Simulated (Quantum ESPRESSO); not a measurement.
# AlCu under changes of volume

One of the cells (13.466 Å³/atom); the others are scaled copies at fixed shape and fractional positions:

```
Cu Al
1.0
     2.99751    0.00000    0.00000
     0.00000    2.99751    0.00000
     0.00000    0.00000    2.99751
Cu Al
1 1
Cartesian
  1.4988 1.4988 1.4988
  0.0000 0.0000 0.0000
```

The cell comes from a database or a generator and needn't be the stable form of this composition.

```yaml
Program: Quantum ESPRESSO 7.5
Functional: LDA
Potentials_or_basis: GBRV 1.5 LDA
Cutoff: 762 eV
Density_cutoff: 6095 eV
k_mesh: 9 × 9 × 9
Occupations: fermi-dirac, width 0.05 eV
Spin: no spin polarisation
```

| volume (Å³/atom) | energy over the lowest point (meV/atom) | pressure (GPa) |
| --- | --- | --- |
| 12.658 | 0.00 | -1.5 |
| 12.928 | ? | ? |
| 13.197 | 13.06 | -6.5 |
| 13.466 | 25.21 | -8.5 |
| 13.736 | 40.59 | -10.2 |
| 14.005 | 58.76 | -11.8 |
| 14.274 | 79.46 | -13.2 |

**Question.** What does the run at 12.928 Å³/atom give?

**Answer.** Energy over the lowest point 4.50 meV/atom; pressure -4.1 GPa.

Worked out: A Birch-Murnaghan fit of order 3 (a polynomial in V^(-2/3)) to the other rows has its minimum at 12.52 Å³/atom, just outside them, with B0 = V·E''(V) = 133 GPa and B' = 4.5. It gives 4.52 meV/atom at 12.928 Å³/atom, against the run's 4.50, and -dE/dV = -3.9 GPa, against -4.1.

Energies are extrapolated to zero smearing.
